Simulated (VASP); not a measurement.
Bi: single point with PBEsol

Bi:

```
CELL_PARAMETERS angstrom
6.52907 0.00000 0.00000
0.00000 6.52907 0.00000
0.00000 0.00000 6.52907
ATOMIC_POSITIONS crystal
Bi 0.50000 0.50000 0.50000
Bi 0.00000 0.00000 0.00000
Bi 0.25000 0.00000 0.50000
Bi 0.50000 0.25000 0.00000
Bi 0.50000 0.75000 0.00000
Bi 0.75000 0.00000 0.50000
Bi 0.00000 0.50000 0.75000
Bi 0.00000 0.50000 0.25000
```

The cell was built by a generator and needn't be a form met in nature.

```yaml
Program: VASP 6.6.1
Task: single point
Functional: PBEsol
Potentials_or_basis: VASP PAW PBE potentials, release 64 (Bi_d)
Cutoff: 520 eV
k_mesh: 4 × 4 × 4
Occupations: gaussian, width 0.1 eV
Spin: no spin polarisation
```

```yaml
Pressure: -5.2 GPa
Band_gap_on_the_k_mesh: none (metal or under the smearing width)
```

Levels at points of the mesh, in eV from the Fermi level:
```
           k point  band 58  band 59  band 60  band 61  band 62  band 63
(0.00, 0.00, 0.00)    -1.23    -1.23    -1.23     0.68     0.68     0.68
(0.50, 0.00, 0.00)    -0.95    -0.48    -0.48    -0.12    -0.12     0.63
(0.50, 0.50, 0.00)    -1.13    -0.87    -0.18    -0.07     0.42     0.85
(0.50, 0.50, 0.50)     0.18     0.18     0.18     0.18     0.18     0.21
```

It took 2 min on 1 thread of Intel(R) Xeon(R) 6975P-C (Granite Rapids) (shared host), peak memory 0.4 GiB.

Caveat: the PAW data sets were made with another functional, which shifts forces and pressure a little; spin-orbit coupling is left out, which moves the levels of the heavy elements.
